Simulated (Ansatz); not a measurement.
The calculation used DFT PBE, scalar-relativistic, plane waves, PAW in Ansatz. All cells share a 420 eV cutoff and Γ-centred k meshes spaced at most about 0.3 Å⁻¹ (about 0.25 or finer for metals, 2π included). No spin polarisation.

Each guess is relaxed in cell and atoms at zero pressure, on a coarse mesh first where it starts far from rest and then on a converged one. The steps can't lower the symmetry of the start, but it can rise. Energies are static (0 K, no zero-point motion).

Two unrelaxed guesses for CdH6:

Guess 1.

```xyz
7
Lattice="4.0984 0.0000 0.0000 0.0000 4.0984 0.0000 0.0000 0.0000 4.0984" Properties=species:S:1:pos:R:3 pbc="T T T"
Cd    0.0000    0.0000    0.0000
H     3.2834    2.0492    2.0492
H     0.8151    2.0492    2.0492
H     2.0492    2.0492    3.2834
H     2.0492    2.0492    0.8151
H     2.0492    0.8151    2.0492
H     2.0492    3.2834    2.0492
```

Guess 2.

```xyz
7
Lattice="4.2735 0.0000 0.0000 0.0000 4.2735 0.0000 0.0000 0.0000 3.5371" Properties=species:S:1:pos:R:3 pbc="T T T"
Cd    2.1368    2.1368    1.7686
H     2.8743    2.1368    0.0000
H     1.3992    2.1368    0.0000
H     2.1368    2.8743    0.0000
H     2.1368    1.3992    0.0000
H     0.0000    2.1368    1.7686
H     2.1368    0.0000    1.7686
```

Problem. Do they relax into the same structure? If not, which is lower?

Solution. No. Guess 1 ends lower, by 100 meV/atom. Guess 1: Pm-3m at 9.8 Å³/atom → Pm-3m at 30.3 Å³/atom; Guess 2: P4/mmm at 9.2 Å³/atom → P4/mmm at 15.7 Å³/atom. Counting H atoms around Cd (those within 1.25 times the shortest such distance or 1.15 times the sum of covalent radii, 1.27 where that leaves under three; the shortest distance is added where it exceeds 1.18 times the sum of covalent radii), the end of guess 1 has Cd 24 from 4.2 Å and the end of guess 2 has Cd 4. The end of guess 1 and the end of guess 2 both hold H–H pairs as short as in free H₂ molecules. End of guess 1. Conventional cell: a = 5.966 Å. Around Cd lie 24 H at 4.24 Å (long against the sum of covalent radii); around H lie 1 H at 0.75 Å, 4 H at 3.69 Å, 4 Cd at 4.24 Å and 8 H at 4.25 Å. End of guess 2. Conventional cell: a = 3.855 Å, c = 7.409 Å. Around Cd lie 4 H at 1.93 Å; H on a site of symmetry m2m is surrounded by 1 H at 0.75 Å; H on a site of symmetry mmm is surrounded by 2 Cd at 1.93 Å.

Cells without such a test can be saddle points. Shaken at random and relaxed again, the end of guess 1 came back. Neither end is the lowest form computed: that has space group R-3 (No. 148) and lies 1 meV/atom below the better end. Even the lowest of the cells shown lies +0.10 eV/atom against the elements. No dispersion correction is applied, so the spacing and binding between layers, chains or molecules are poorly described (Pm-3m, P4/mmm), and this can change margins and order among such cells. Cd atoms have no neighbour within bonding distance in Pm-3m, so such a cell has in effect fallen apart. With hydrogen, zero-point motion can shift such differences by 10 meV/atom or more. Some structure types and database cells were kept out of the candidates from the start, so a known form may be missing.
